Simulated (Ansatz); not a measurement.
Write the native input for Ansatz 0.2.0 that does the following.

* Task: band structure
* Functional: BLYP
* Potentials or basis: Ansatz PAW
* Cutoff: 420 eV (not typed: the program's choice for these potentials)
* k mesh: 6 × 6 × 9
* Occupations: fermi-dirac, width 0.05 eV
* Spin: no spin polarisation
* Path: [["G", "X", "M", "G", "Z", "R", "A", "Z"], ["X", "R"], ["M", "A"]]
* Points for each segment of the path: 14

TiO2:

```
Ti O
1.0
     4.59984    0.00000    0.00000
     0.00000    4.59984    0.00000
     0.00000    0.00000    2.95921
Ti O
2 4
Direct
  0.00000 0.00000 0.50000
  0.50000 0.50000 0.00000
  0.30432 0.30432 0.50000
  0.19568 0.80432 0.00000
  0.80432 0.19568 0.00000
  0.69568 0.69568 0.50000
```

The cell is a database's computed one.

One way to write it, as run:

input.yaml

```yaml
crystal:
  lattice:
    - [4.5998373239, 0.0, 0.0]
    - [0.0, 4.5998373239, 0.0]
    - [0.0, 0.0, 2.95921356]
  atoms:
    - { symbol: Ti, position: [0.0, 0.0, 0.5] }
    - { symbol: Ti, position: [0.5, 0.5, 0.0] }
    - { symbol: O, position: [0.30432132, 0.30432132, 0.5] }
    - { symbol: O, position: [0.19567868, 0.80432132, 0.0] }
    - { symbol: O, position: [0.80432132, 0.19567868, 0.0] }
    - { symbol: O, position: [0.69567868, 0.69567868, 0.5] }
hamiltonian:
  xc: blyp
  pseudopotentials: { kind: paw }
kpoints:
  mp_grid: { grid: [6, 6, 9] }
  band_path:
    path:
      - [[0.0, 0.0, 0.0], [0.0, 0.5, 0.0], [0.5, 0.5, 0.0], [0.0, 0.0, 0.0], [0.0, 0.0, 0.5], [0.0, 0.5, 0.5], [0.5, 0.5, 0.5], [0.0, 0.0, 0.5]]
      - [[0.0, 0.5, 0.0], [0.0, 0.5, 0.5]]
      - [[0.5, 0.5, 0.0], [0.5, 0.5, 0.5]]
    npoints: 14
scf:
  occupations: { method: fermi_dirac, width: 0.05 }
  n_extra_bands: 15
output:
  forces: true
  stress: true
  eigenvalues: true
  fatbands: false
```

Potentials or basis: Ansatz PAW.

Launch:

```sh
$ ansatz run input.yaml --threads 2 --pin off --max-ram 5120MiB --backend cpu --events-out ev --progress --plain --runs-dir out
```

It gave:

| Quantity | Value |
| --- | --- |
| Pressure | 9.9 GPa |
| Largest force | 0.067 eV/Å |
| Band gap on the k mesh | 1.86 eV, direct |
| Band gap along the path | 1.86 eV, direct |

Caveat: the pressure holds a Pulay correction of +0.9 GPa for the finite cutoff; the PAW data sets come from PBE, with cores solved anew for the run's functional, which leaves a small shift of forces and pressure.

Wall time 6.8 s on 2 threads of Arm Neoverse V1, with other jobs on the host, peak memory 0.4 GiB.
